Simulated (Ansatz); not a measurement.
**Ge: strong compression**

The task here is to estimate one member of a computed series from the others.

Method: DFT PBE, with the methods named in each step, in Ansatz 0.2.0.

## The structure to begin with

It takes space group Im-3m (No. 229, cubic). Conventional cell: a = 3.362 Å, b = 3.362 Å, c = 3.362 Å, α = 90.00°, β = 90.00°, γ = 90.00°. Around Ge (site symmetry m-3m) lie 8 Ge at 2.91 Å.

Structure file:

```
CELL_PARAMETERS angstrom
-1.68099 1.68099 1.68099
1.68099 -1.68099 1.68099
1.68099 1.68099 -1.68099
ATOMIC_POSITIONS crystal
Ge 0.00000 0.00000 0.00000
```

Whether this phase is the stable one at these pressures isn't tested.

The first run:

File input.yaml:

```yaml
crystal:
  lattice:
    - [-1.6809877034, 1.6809877034, 1.6809877034]
    - [1.6809877034, -1.6809877034, 1.6809877034]
    - [1.6809877034, 1.6809877034, -1.6809877034]
  atoms:
    - { symbol: Ge, position: [0.0, 0.0, 0.0] }
kpoints:
  mp_grid: { grid: [16, 16, 16] }
scf:
  occupations: { method: fermi_dirac, width: 0.08 }
hamiltonian:
  xc: pbe
  pseudopotentials: { kind: paw }
output:
  forces: true
  stress: true
relax:
  f_tol: 0.005
  max_steps: 40
  cell: {}
```

Command:

```console
$ ansatz run input.yaml --threads 1 --pin off --max-ram 2048MiB --backend cpu --events-out ev --progress --plain --runs-dir out
```

Steps of the session up to this table: Cell relaxed at zero pressure, PAW; Volume scaled by 1, PAW; Volume scaled by 0.92, PAW; Volume scaled by 0.84, PAW; Volume scaled by 0.76, PAW; Volume scaled by 0.68, PAW; Volume scaled by 0.6, PAW; Volume scaled by 0.52, PAW; Volume scaled by 0.45, PAW; Volume scaled by 0.45, PAW (source ansatz).

One of the session's tables, all rows but one given; the rest of the session is left out.

```
             method  volume over the first  volume (Å³/atom)  pressure (GPa)
                PAW                      1            19.355           -0.01
                PAW                   0.92                 ?               ?
                PAW                   0.84            16.258           15.74
                PAW                   0.76            14.710           31.39
                PAW                   0.68            13.162           57.58
                PAW                    0.6            11.613          102.68
                PAW                   0.52            10.065          183.39
                PAW                   0.45             8.710          311.81
PAW (source ansatz)                   0.45             8.710          312.40
```

Q: Estimate the row for PAW, 0.92 from the others.

The run gave: volume (Å³/atom): 17.807; pressure (GPa): 6.19. In the column «volume (Å³/atom)» it lies between PAW, 0.84 (16.258) and PAW, 1 (19.355).
